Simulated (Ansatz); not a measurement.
Which element?

Cell vectors (Å):

```
0.0000 2.4190 2.4190
2.4190 0.0000 2.4190
2.4190 2.4190 0.0000
```

```csv
atom,a,b,c
X,0.0000,0.0000,0.0000
S,0.7500,0.7500,0.7500
```

These are results of PBEsol, PAW on Ansatz 0.2.0's default frozen-core files (fitted under PBE), scalar-relativistic, not measurements. k mesh 8×8×8, strains of ±0.005, fixed occupations.

Elastic constants of a crystal by Kohn-Sham DFT: slopes of the stress over finite engineering strains of the given cell, Voigt indices, Cartesian axes as in the cell vectors.

| index | elastic (GPa) |
| --- | --- |
| 11 | 160.6 |
| 12 | 65.6 |
| 44 | 83 |

Question: All X atoms are one element. Which one was computed?

Answer: Be; the crystal is BeS (F-43m).

Keep in mind: frozen-core PAW files fitted under PBE, their cores solved anew for the functional of the run; constants at zero field, no piezoelectric stiffening.
